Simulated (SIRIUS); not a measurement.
# MoS2 (R3m) in SIRIUS: notebook

One crystal, MoS2, is run at these levels: PBE; tasks: single point.

Program: SIRIUS 7.10.0. These are calculated values, not measurements. Logs are shortened: lines on timing, memory, paths and dates and some standing lists are left out, and cuts for length are marked. The log counts tension as positive stress, the text compression.

## Step 1: The crystal as given

The structure is trigonal, space group R3m (No. 160). The conventional cell has a = 3.160 Å, b = 3.160 Å, c = 18.450 Å, α = 90.00°, β = 90.00°, γ = 120.00°. Mo (site symmetry 3m) is surrounded by 6 S at 2.39 Å. S (site symmetry 3m) has 3 Mo at 2.39 Å as nearest neighbours. Around S (site symmetry 3m) lie 3 Mo at 2.39 Å.

Measurements of this composition are mostly on another form, of space group No. 194.

## Step 2: Single point, PBE

Contents of sirius.json:

```json
{
  "control": {
    "processing_unit": "cpu",
    "verbosity": 2,
    "num_bands_to_print": 21,
    "print_forces": true,
    "print_stress": true
  },
  "parameters": {
    "electronic_structure_method": "pseudopotential",
    "xc_functionals": ["XC_GGA_X_PBE", "XC_GGA_C_PBE"],
    "gk_cutoff": 9.0,
    "pw_cutoff": 18.0,
    "ngridk": [7, 7, 7],
    "shiftk": [0, 0, 0],
    "smearing": "fermi_dirac",
    "smearing_width": 0.0018374661,
    "num_bands": 21,
    "num_mag_dims": 0,
    "num_dft_iter": 100,
    "energy_tol": 1e-08,
    "density_tol": 1e-06
  },
  "iterative_solver": {
    "type": "davidson",
    "min_tolerance": 1e-09,
    "tolerance_scale": [0.1, 0.25]
  },
  "mixer": {
    "type": "anderson",
    "beta": 0.7,
    "max_history": 8
  },
  "settings": {
    "tol_ne": 1e-10,
    "pseudo_grid_cutoff": 6.5
  },
  "unit_cell": {
    "lattice_vectors": [
      [2.985767276909, 1.723833541024, 11.621815666448],
      [-2.985767276909, 1.723833541024, 11.621815666448],
      [0.0, -3.447667082048, 11.621815666448]
    ],
    "atom_coordinate_units": "lattice",
    "atom_types": ["Mo", "S"],
    "atom_files": {
      "S": "S.json",
      "Mo": "Mo.json"
    },
    "atoms": {
      "Mo": [
        [0.0, 0.0, 0.0]
      ],
      "S": [
        [0.417, 0.417, 0.417],
        [0.25, 0.25, 0.25]
      ]
    }
  }
}
```

Potentials or basis: PseudoDojo 0.4.1 PBE standard (scalar relativistic).

Started as:

```sh
$ upf_to_json S.upf
$ upf_to_json Mo.upf
$ OMP_NUM_THREADS=1 sirius.scf --input=sirius.json --output=out.json --task=0
```

The log of the run:

```text
[info] SIRIUS version : 7.10.0
[info] number of MPI ranks           : 1
[info] MPI grid                      : 1 1
[info] maximum number of OMP threads : 1
[fft] FFT context for density and potential
[fft] =====================================
[fft]   comm size                             : 1
[fft]   plane wave cutoff                     : 18
[fft]   grid size                             : 72 72 72   total : 373248
[fft]   grid limits                           : -35 36   -35 36   -35 36
[fft]   number of G-vectors within the cutoff : 17677
[fft]   local number of G-vectors             : 17677
[fft]   number of G-shells                    : 3348
[fft] FFT context for coarse grid
[fft] =====================================
[fft]   comm size                             : 1
[fft]   plane wave cutoff                     : 18
[fft]   grid size                             : 72 72 72   total : 373248
[fft]   grid limits                           : -35 36   -35 36   -35 36
[fft]   number of G-vectors within the cutoff : 17677
[fft]   local number of G-vectors             : 17677
[fft]   number of G-shells                    : 3348
[unit cell] lattice vectors
[unit cell]   a1 :       2.9857672769      1.7238335410     11.6218156664
[unit cell]   a2 :      -2.9857672769      1.7238335410     11.6218156664
[unit cell]   a3 :       0.0000000000     -3.4476670820     11.6218156664
[unit cell] reciprocal lattice vectors
[unit cell]   b1 :       1.0521893913      0.6074818283      0.1802123835
[unit cell]   b2 :      -1.0521893913      0.6074818283      0.1802123835
[unit cell]   b3 :       0.0000000000     -1.2149636566      0.1802123835
[unit cell] unit cell volume :       358.90252505 [a.u.^3]
[unit cell] 1/sqrt(omega)    :         0.05278515
[unit cell] MT volume        :         0.00000000 ( 0.00%)
[unit cell] IT volume        :       358.90252505 (100.00%)
[unit cell] number of atom types : 2
[unit cell] type id : 0 symbol : Mo mt_radius :  16.390000 num_atoms : 1
[unit cell] type id : 1 symbol :  S mt_radius :  11.450000 num_atoms : 2
[unit cell] total number of atoms : 3
[unit cell] number of symmetry classes : 3
[unit cell] number of PAW atoms : 0
[unit cell] atom id  type id  class id             position                      vector_field
[unit cell] ------------------------------------------------------------------------------------------
[unit cell]      0        0        0      0.00000   0.00000   0.00000      0.00000   0.00000   0.00000
[... 340 lines left out ...]
[find] Total energy                   :     -92.44764873 (Ha),    -184.89529746 (Ry)
[find] Free energy (E-TS)             :     -92.44764876 (Ha),    -184.89529752 (Ry)
[find] band gap (eV)                  :       1.06739720
[find] Efermi                         :       0.42829842
[find] iteration : 11, RMS : 2.100435797355e-07, energy difference : -1.840206209636e-09
[find] Hartree energy of density residual : 5.365368000803e-11
[find] bands are converged : true
[find] iterative solver converged : true
[find] converged after 12 SCF iterations!
[find] Charges and magnetic moments
[find] --------------------------------------------------------------------------------
[find] total charge          : 26.000000
[find] Energy
[find] --------------------------------------------------------------------------------
[find] valence_eval_sum               :      -5.58284804
[find] <rho|V^{XC}>                   :     -16.84684395
[find] <rho|E^{XC}>                   :     -16.71460204
[find] <mag|B^{XC}>                   :       0.00000000
[find] <rho|V^{H}>                    :      55.04371653
[find] one-electron contribution      :     -43.77972061 (Ha),     -87.55944122 (Ry)
[find] hartree contribution           :      27.52185826
[find] xc contribution                :     -16.71460204
[find] ewald contribution             :     -59.47519850
[find] PAW contribution               :       0.00000000
[find] smearing (-TS)                 :      -0.00000003
[find] SCF correction                 :       0.00001415
[find] Total energy                   :     -92.44764873 (Ha),    -184.89529746 (Ry)
[find] Free energy (E-TS)             :     -92.44764876 (Ha),    -184.89529752 (Ry)
[find] band gap (eV)                  :       1.06739720
[find] Efermi                         :       0.42829842
[ground_state] === stress tensor components [kbar] ===
[ground_state] === stress_kin ===
[ground_state] -16391.324622   -0.000000   -0.000000
[ground_state]    -0.000000-16391.324622   -0.000000
[ground_state]    -0.000000   -0.000000-16532.338957
[ground_state] === stress_har ===
[ground_state] -15864.011476   -0.000000    0.000000
[ground_state]    -0.000000-15864.011477    0.000000
[ground_state]     0.000000    0.000000 9166.996966
[ground_state] === stress_ewald ===
[ground_state]  5976.828835    0.000000    0.000000
[ground_state]     0.000000 5976.828835    0.000000
[ground_state]     0.000000    0.00000036801.098861
[ground_state] === stress_vloc ===
[ground_state] 35289.351216    0.000000   -0.000000
[ground_state]     0.00000035289.351217   -0.000000
[ground_state]    -0.000000   -0.000000-20422.131945
[ground_state] === stress_xc ===
[ground_state]   224.020172    0.000000    0.000000
[ground_state]     0.000000  224.020172    0.000000
[ground_state]     0.000000    0.000000  222.790892
[ground_state] === stress_core ===
[ground_state]  3682.598806    0.000000    0.000000
[ground_state]     0.000000 3682.598806    0.000000
[ground_state]     0.000000    0.000000 3686.665653
[ground_state] === stress_nonloc ===
[ground_state] -12963.534239   -0.000000   -0.000000
[ground_state]    -0.000000-12963.534240   -0.000000
[ground_state]    -0.000000   -0.000000-12993.057312
[ground_state] === stress_us_nl ===
[ground_state] -12963.534239   -0.000000   -0.000000
[ground_state]    -0.000000-12963.534240   -0.000000
[ground_state]    -0.000000   -0.000000-12993.057312
[ground_state] === stress_total ===
[ground_state]   -46.071309   -0.000000   -0.000000
[ground_state]    -0.000000  -46.071309   -0.000000
[ground_state]    -0.000000   -0.000000  -69.975843
[ground_state] ==== total Forces in Ha/bohr =====
[ground_state] atom:    0, force:      -0.0000000     -0.0000000      0.0016872
[ground_state] atom:    1, force:      -0.0000000     -0.0000000      0.0086082
[ground_state] atom:    2, force:       0.0000000      0.0000000     -0.0103026
[ground_state] ==== ultrasoft contribution from Qij =====
[ground_state] atom:    0, force:       0.0000000      0.0000000      0.0000000
[ground_state] atom:    1, force:       0.0000000      0.0000000      0.0000000
[ground_state] atom:    2, force:       0.0000000      0.0000000      0.0000000
[ground_state] ==== non-local contribution from Beta-projector =====
[ground_state] atom:    0, force:      -0.0000000     -0.0000000     -0.0014292
[ground_state] atom:    1, force:       0.0000000     -0.0000000     -0.1270638
[ground_state] atom:    2, force:       0.0000000      0.0000000      0.1276546
[ground_state] ==== contribution from local potential =====
[ground_state] atom:    0, force:      -0.0000000      0.0000000     -0.0102169
[ground_state] atom:    1, force:       0.0000000     -0.0000000     -7.1130353
[ground_state] atom:    2, force:       0.0000000      0.0000000      7.1240122
[ground_state] ==== contribution from core density =====
[ground_state] atom:    0, force:       0.0000000      0.0000000      0.0000773
[ground_state] atom:    1, force:       0.0000000      0.0000000      0.0035513
[ground_state] atom:    2, force:       0.0000000      0.0000000     -0.0035546
[ground_state] ==== Ewald forces from ions =====
[ground_state] atom:    0, force:       0.0000000      0.0000000      0.0132582
[ground_state] atom:    1, force:       0.0000000      0.0000000      7.2451516
[ground_state] atom:    2, force:       0.0000000      0.0000000     -7.2584098
[~DFT_ground_state] local op. applied: 32295
[~DFT_ground_state] evp. work count: 6505.97
[~DFT_ground_state] number of iterative solver steps: 2816
```

Wall time 4.1 min (1 thread of Arm Neoverse V2, shared host); peak memory 0.72 GiB.

Results:

```yaml
Free_energy: -2515.6287 eV
Pressure: 5.4 GPa
Largest_force: 0.530 eV/Å
Band_gap_on_the_k_mesh: 1.07 eV
```

Forces on the atoms (eV/Å):
```
Mo   0.000  0.000  0.087
S    0.000  0.000  0.443
S    0.000  0.000 -0.530
```

Caveat: an odd mesh through Γ misses points on the zone boundary, where band edges often lie.

## Step 3: Single point, PBE

sirius.json is that of step 2.

Potentials or basis: SPMS 1.0 PBE (norm-conserving).

Started as:

```sh
$ upf_to_json 16_S_6_1.8_1.9_pbe_n_v1.0.upf
$ upf_to_json 42_Mo_14_2.0_2.6_pbe_n_v1.0.upf
$ OMP_NUM_THREADS=1 sirius.scf --input=sirius.json --output=out.json --task=0
```

Run time: 3.9 min. Hardware: 1 thread of Arm Neoverse V2, shared host; peak memory 0.72 GiB.

The run converged. Its results:

| Item | Value |
| --- | --- |
| Free energy | -2508.7177 eV |
| Pressure | 5.4 GPa |
| Largest force | 0.531 eV/Å |
| Band gap on the k mesh | 1.07 eV |

Forces on the atoms (eV/Å):
```
Mo   0.000  0.000  0.087
S    0.000  0.000  0.443
S    0.000  0.000 -0.531
```

Stress tensor (GPa, compression positive):
```
4.60 0.00 0.00
0.00 4.60 0.00
0.00 0.00 7.01
```

Caveat: an odd mesh through Γ misses points on the zone boundary, where band edges often lie.

## Step 4: Single point, PBE

sirius.json, as its differences from that of step 3:

```diff
@@ -11,4 +11,4 @@
     "xc_functionals": ["XC_GGA_X_PBE", "XC_GGA_C_PBE"],
-    "gk_cutoff": 9.0,
-    "pw_cutoff": 18.0,
+    "gk_cutoff": 7.8,
+    "pw_cutoff": 22.1,
     "ngridk": [7, 7, 7],
@@ -34,4 +34,3 @@
   "settings": {
-    "tol_ne": 1e-10,
-    "pseudo_grid_cutoff": 6.5
+    "tol_ne": 1e-10
   },
```

Potentials or basis: SSSP 1.3.0 PBE efficiency.

Started as:

```sh
$ upf_to_json s_pbe_v1.4.uspp.F.UPF
$ upf_to_json Mo_ONCV_PBE-1.0.oncvpsp.upf
$ OMP_NUM_THREADS=1 sirius.scf --input=sirius.json --output=out.json --task=0
```

It took 1.8 min on 1 thread of Arm Neoverse V2, shared host; peak memory 0.76 GiB.

Results (log left out):

```yaml
Free_energy: -2524.3110 eV
Pressure: 5.3 GPa
Largest_force: 0.520 eV/Å
Band_gap_on_the_k_mesh: 1.07 eV
```

Forces on the atoms (eV/Å):
```
Mo   0.000  0.000  0.087
S    0.000  0.000  0.434
S    0.000  0.000 -0.520
```

Stress tensor (GPa, compression positive):
```
4.47 0.00 0.00
0.00 4.47 0.00
0.00 0.00 6.88
```

Caveat: an odd mesh through Γ misses points on the zone boundary, where band edges often lie.

## Step 5: Overview

| potentials or basis | cutoff (eV) | radial cutoff for the potentials' integrals | gap on the mesh (eV) | pressure (GPa) | largest force (eV/Å) |
| --- | --- | --- | --- | --- | --- |
| PseudoDojo 0.4.1 PBE standard (scalar relativistic) | 1102 | 6.5 bohr | 1.07 | 5.4 | 0.53 |
| SPMS 1.0 PBE (norm-conserving) | 1102 | 6.5 bohr | 1.07 | 5.4 | 0.53 |
| SSSP 1.3.0 PBE efficiency | 828 | - | 1.07 | 5.3 | 0.52 |

Alike in all rows: task single point; level PBE; no spin polarisation; cell as given; k mesh 7 × 7 × 7; smearing fermi-dirac 0.05 eV.

Caveats: an odd mesh through Γ misses points on the zone boundary, where band edges often lie.

Total energies depend on the potentials used, so only differences within one code and one set of settings carry meaning.
